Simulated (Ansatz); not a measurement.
Runs of Ansatz 0.2.0 on Au. Symmetry: P6_3/mmc, No. 194, hexagonal system. The conventional cell has a = 2.900 Å, b = 2.900 Å, c = 4.880 Å, α = 90.00°, β = 90.00°, γ = 120.00°. Around Au (site symmetry -6m2) lie 12 Au at 2.90 to 2.96 Å. This isn't the form of Au at room conditions, which is fcc.

```csv
task,level,cell,cutoff (eV),smearing,target pressure (GPa),gap on the mesh (eV),pressure (GPa),relaxed volume (Å³/atom)
relaxation of cell and atoms,PBEsol,relaxed to 20 GPa,420,fermi-dirac 0.05 eV,20,none,20.0,-
relaxation of cell and atoms,PBEsol,relaxed to 5 GPa,420,fermi-dirac 0.05 eV,5,none,5.0,-
relaxation of cell and atoms,PBEsol,relaxed to 2 GPa,420,fermi-dirac 0.05 eV,2,none,2.0,-
density of states,r2SCAN+D3(BJ),as given,500,tetrahedron,-,none,-4.5,-
relaxation of cell and atoms,LDA,relaxed,420,methfessel-paxton 0.2 eV,-,none,0.0,16.58
relaxation of cell and atoms,PBEsol,relaxed to 30 GPa,420,fermi-dirac 0.05 eV,30,none,30.0,-
relaxation of cell and atoms,PBEsol,relaxed,420,fermi-dirac 0.05 eV,0,none,0.0,(a)
relaxation of cell and atoms,PBEsol,relaxed to 10 GPa,420,fermi-dirac 0.05 eV,10,none,10.0,-
```

Alike in all rows: potentials or basis Ansatz PAW; no spin polarisation; k mesh 11 × 11 × 6.

**Question.** Estimate the missing entries.

**Answer.** (a) 17.02.

Caveats: the PAW data sets come from PBE, with cores solved anew for the run's functional, which leaves a small shift of forces and pressure; the plane-wave basis is chosen anew once the cell has moved, so the energies of steps on either side of that aren't comparable (some runs); pairwise dispersion overbinds metals, which lowers pressure and volume (some runs); with tetrahedron occupations forces and stress needn't match the slope of the energy (some runs); the dispersion damping was fitted for another functional or another form of the correction (some runs); the volume moved by over 15 % at a fixed basis, so the end points are rough (some runs).

A k mesh can miss the band edges, and the runs leave out spin-orbit coupling on Au.

A gap of «none» marks a metal or a gap under the smearing width.

Runs at the PBE level aren't shown here.
